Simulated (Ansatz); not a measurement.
**Field gradients of Mg₅H₂O₆ from run to run**

Cell of run 1: a computed structure from the Materials Project (it need not be an observed phase), atoms as given.

Space group P-3m1 (No. 164); a = 3.0067, c = 14.5382 Å, γ = 120.00°.

```csv
site,Wyckoff,site symmetry,x,y,z
Mg1,2d,3m.,0.6667,0.3333,0.1669
Mg3,2d,3m.,0.3333,0.6667,0.3339
Mg5,1b,-3m.,0.0000,0.0000,0.5000
H,2d,3m.,0.3333,0.6667,0.0277
O8,2d,3m.,0.3333,0.6667,0.5831
O10,2c,3m.,0.0000,0.0000,0.7494
O11,2d,3m.,0.6667,0.3333,0.9063
```

One atom of each set is listed.

All runs are DFT with Ansatz 0.2.0 (plane waves and PAW, scalar-relativistic unless spin–orbit coupling is named, Γ-centred meshes, Fermi–Dirac smearing where given) in this cell.

Run 1: PBE, atoms as given; 420 eV, 8×8×2 k-points, smearing 0.02 eV.
Run 2: r2SCAN, atoms as given; 500 eV, 8×8×2 k-points, smearing 0.02 eV.
Run 3: PBEsol, atoms as given; 420 eV, 8×8×2 k-points, smearing 0.02 eV.

| run | H V_zz (η) | O8 V_zz (η) | O11 V_zz (η) |
| --- | --- | --- | --- |
| 1 | 4.61 (0.00) | -0.40 (0.00) | 13.84 (0.00) |

The results of the other runs, out of order. V_zz in 10²¹ V/m²; 3 of the 7 sets of like atoms are followed.

```csv
result,H V_zz (η),O8 V_zz (η),O11 V_zz (η)
A,4.53 (0.00),-0.41 (0.00),14.31 (0.00)
B,4.65 (0.00),-0.39 (0.00),13.32 (0.00)
```

Problem. Which result belongs to which run?

Solution. A is run 2, B is run 3.

In run 3 the atoms aren't at the calculated equilibrium (largest force 0.48 eV/Å). The cell isn't the equilibrium one in run 1 (calculated pressure 5 GPa), and the entry's cell may itself be off.
